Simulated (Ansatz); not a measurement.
**SnO₂: a vibration from a frozen displacement**

The calculation used DFT r2SCAN, scalar-relativistic, plane waves, PAW (Ansatz 0.2.0). Settings: plane waves to 500 eV, k-mesh 6×6×6 (Γ-centred), Gaussian smearing 0.05 eV. No spin polarisation. Energies are free energies at this smearing, counted from the undisturbed cell; pressure is positive in compression.

The starting cell (relaxed at this level; this form isn't the usual structure):

```
Sn O
1.0
     0.00000    3.70617    4.35495
    -3.20964   -1.85309    4.35495
     3.20964   -1.85309    4.35495
Sn O
4 8
Direct
  0.50000 0.50000 0.50000
  0.50000 0.00000 0.00000
  0.00000 0.00000 0.50000
  0.00000 0.50000 0.00000
  0.24125 0.24125 0.24125
  0.24125 0.74125 0.74125
  0.74125 0.74125 0.24125
  0.74125 0.24125 0.74125
  0.75875 0.75875 0.75875
  0.75875 0.25875 0.25875
  0.25875 0.25875 0.75875
  0.25875 0.75875 0.25875
```

The cell holds layers and no dispersion correction was added, so their binding is poorly described.

Atom 5 (O) is moved by x along the Cartesian unit vector (0.000, 0.000, 1.000); the cell and all other atoms stay fixed. The cell's volume is 155.41 Å³; the moved atoms weigh 15.999 u together and the others 586.833 u.

| x (Å) | ΔE (meV/cell) | total force on the moved atoms along the move (eV/Å) | pressure (GPa) |
| --- | --- | --- | --- |
| -0.2000 | 243.36 | 2.4373 | 2.7706 |
| -0.1333 | 107.87 | 1.6238 | 1.7740 |
| -0.0667 | 26.91 | 0.8082 | 0.8552 |
| 0.0000 | 0.00 | 0.0015 | 0.0174 |
| 0.0667 | 26.21 | -0.7828 | -0.7344 |
| 0.1333 | 103.54 | -1.5332 | -1.3965 |
| 0.2000 | 229.74 | -2.2431 | -1.9696 |

Q: What frequency belongs to this motion?

A: The force constant is k = −dF/dx = 11.927 eV/Å², from the parabola through x = -0.0667, 0 and 0.0667. In every cell the moved atoms swing against the rest, so the mass is μ = m₁m₂/(m₁ + m₂) = 15.574 u, and ν̃ = 521.5 cm⁻¹ × √(|k|/μ) = 456 cm⁻¹. The pattern needn't be a normal mode: ν̃² is then a weighted mean of the squared nonzero frequencies at the zone centre of this cell, taken without macroscopic field, so it lies between the lowest and the highest of them.

Q: How far does the harmonic law reach?

A: At x = -0.200 Å, kx²/2 = 238.53 meV against the computed 243.36 meV (+2.0 %): the well is still close to harmonic there.

Cost: 7 runs of about 6.9 core-minutes in all, on Arm Neoverse V1 (shared hosts).